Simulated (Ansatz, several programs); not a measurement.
Rocksalt BaTe, relaxed with PBE in Ansatz (plane waves, PAW): the symmetry is Fm-3m (No. 225, cubic); conventional cell a = 7.065 Å, 44.08 Å³ an atom. Around Ba lie 6 Te at 3.53 Å; around Te lie 6 Ba at 3.53 Å. The cell was then scaled with its shape and fractional coordinates held. No spin polarisation and no zero-point or thermal motion.

```tsv
V (Å³/atom)	E (meV/atom)
41.432	15.82
42.754	3.74
44.076	0.00
46.721	12.77
```

Problem. Pass a cubic E = c₀ + c₁u + c₂u² + c₃u³, with u = V − 43.746 Å³, through these points.

Solution. c₀ = 0.22, c₁ = -1.353, c₂ = 2.130, c₃ = -0.0862 (meV and Å³).

Problem. Where is the minimum, and what bulk modulus follows?

Solution. dE/du = 0 at u = +0.324, so V₀ = 44.07 Å³. B = V₀ d²E/dV² = 44.07 × (2c₂ + 6c₃u) = 44.07 × 4.091 = 180 meV/Å³, and 1 meV/Å³ is 0.16022 GPa: 29 GPa. A third-order Birch-Murnaghan fit to all five points gives 44.08 Å³ and 29 GPa.

Problem. Predict the energy and the pressure at the withheld volume, 45.399 Å³.

Solution. With u = +1.653: E ≈ 3.41 meV and P = −dE/dV ≈ -0.80 GPa. The run gives 3.36 meV and, from its stress, -0.79 GPa.
